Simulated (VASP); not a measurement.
Set up this calculation in VASP 6.6.1, as the native input.

```yaml
Task: Born charges
Functional: LDA
Potentials_or_basis: VASP PAW LDA potentials, release 64 (Pb_d, Te)
Cutoff: 520 eV
k_mesh: 7 × 7 × 7
Occupations: gaussian, width 0.05 eV
Spin: no spin polarisation
Further_INCAR_settings: ALGO = Normal; EDIFF = 1e-08; IBRION = 8
```

The structure of TePb lies in POSCAR:

```
TePb
1.0
    0.0000000000      3.2310000000      3.2310000000
    3.2310000000      0.0000000000      3.2310000000
    3.2310000000      3.2310000000      0.0000000000
Pb Te
1 1
Cartesian
    0.0000000000      0.0000000000      0.0000000000
    3.2310000000      3.2310000000      3.2310000000
```

These files were run (other wordings do the same):

INCAR

```
SYSTEM = TePb
PREC     = Accurate       ! precision mode
ENCUT    = 520            ! plane-wave cutoff, eV
EDIFF    = 1E-8           ! SCF threshold, eV
ISMEAR   = 0              ! smearing method
SIGMA    = 0.05           ! smearing width, eV
LREAL    = .FALSE.        ! projectors in reciprocal space
LASPH    = .TRUE.         ! aspherical terms in the spheres
NELM     = 60             ! most SCF steps
ALGO     = Normal         ! electronic algorithm
ISIF     = 2              ! what is computed and relaxed
LWAVE    = .FALSE.        ! write WAVECAR
LCHARG   = .FALSE.        ! write CHGCAR
GGA      = CA             ! functional
LEPSILON = .TRUE.         ! dielectric tensor by DFPT
IBRION   = 8              ! ionic algorithm
```

KPOINTS

```
Automatic mesh
0
G
  7 7 7
  0 0 0
```

Potentials or basis: VASP PAW LDA potentials, release 64 (Pb_d, Te).

Command:

```console
$ cat potpaw_LDA.64/Pb_d/POTCAR potpaw_LDA.64/Te/POTCAR > POTCAR
$ mpirun -np 1 vasp_std > vasp.out
```

Results of the run:

```yaml
Highest_phonon_frequency_at_Γ_LO-TO_splitting_left_out: 25 cm⁻¹
```

Caveat: this odd mesh misses L, where the gap lies, so gap, dielectric constants and Born charges aren't listed.

Run time: 3.7 min on 1 thread of Intel(R) Xeon(R) Platinum 8488C (Sapphire Rapids), with other jobs on the host, peak memory 0.27 GiB.
